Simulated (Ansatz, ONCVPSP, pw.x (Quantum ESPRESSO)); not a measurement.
## phosphorus (P) (bcc): variants of one ONCV potential in the solid

```json
{"Element": "P (Z = 15)", "Generator": "ONCVPSP 4.0.1.1 (patched build)", "Type": "optimised norm-conserving Vanderbilt (ONCV)", "Functional": "PBE", "Relativity": "scalar-relativistic", "Frozen core": "[Ne]", "Valence charge": "5", "Reference configuration": "3s2 3p3", "Partial waves": "3s: rc 1.50 bohr, ncon 4, nbas 8, qcut 4.3 1/bohr, 1 projector; 3p: rc 1.65 bohr, ncon 4, nbas 8, qcut 4.4 1/bohr, 1 projector; d scattering state at 0.04 Ha: rc 1.40 bohr, ncon 4, nbas 9, qcut 8.2 1/bohr, 2 projectors, debl 0.5 Ha", "Local potential": "polynomial inside 1.05 bohr (lpopt 5, dvloc0 -1 Ha)", "Core correction": "polynomial model core, fcfact 0.75"}
```

Crystal test: bcc P in pw.x 7.5, no spin, 15³ k-points, Fermi–Dirac smearing 0.01 Ry, cutoffs set for each file from its atomic test. The reference is all-electron LAPW (Ansatz 0.2.0) with the same functional, mesh and smearing; V0 and B0 come from Birch–Murnaghan fits to the pressures at five volumes. Errors are pseudo minus all-electron; Δ is the rms difference of the E(V) curves that follow from these fits, minima aligned, over ±6 % about the mean V0. Mesh and smearing are coarse, so the numbers serve the comparison and aren't converged zero-temperature values; the lattice is a test structure that the element need not adopt.

All-electron: a0 = 3.052 Å (V0 = 14.22 Å³/atom), B0 = 95.6 GPa.

Base: The generator flags a localised state at positive energy (s at 24 eV).

```csv
change,cutoffs (Ry),pw.x,a0 (Å),a0 error (%),B0 error (%),Δ (meV/atom),mean pressure error (GPa)
base,105/420,converged,3.043,-0.30,+1.2,2.7,-0.85
s: nproj 2,105/420,converged,3.047,-0.17,+0.2,1.5,-0.47
s: qcut 5.4; p: qcut 5.5; d: qcut 10.2,50/200,converged,3.044,-0.29,+1.0,2.6,-0.83
d: qcut 7.4,105/420,converged,3.043,-0.30,+1.2,2.7,-0.85
"local potential polynomial inside 1.05 bohr (lpopt 5, dvloc0 -2 Ha)",105/420,converged,3.041,-0.36,+1.8,3.3,-1.03
```

(1) Give the row for: local potential polynomial inside 1.10 bohr (lpopt 5, dvloc0 0 Ha).

Results:

(1) pw.x: converged; bound ghost; mean pressure error (GPa): -3.17; a0 (Å): 3.017; a0 error (%): -1.16; B0 error (%): +3.1; Δ (meV/atom): 10.3.
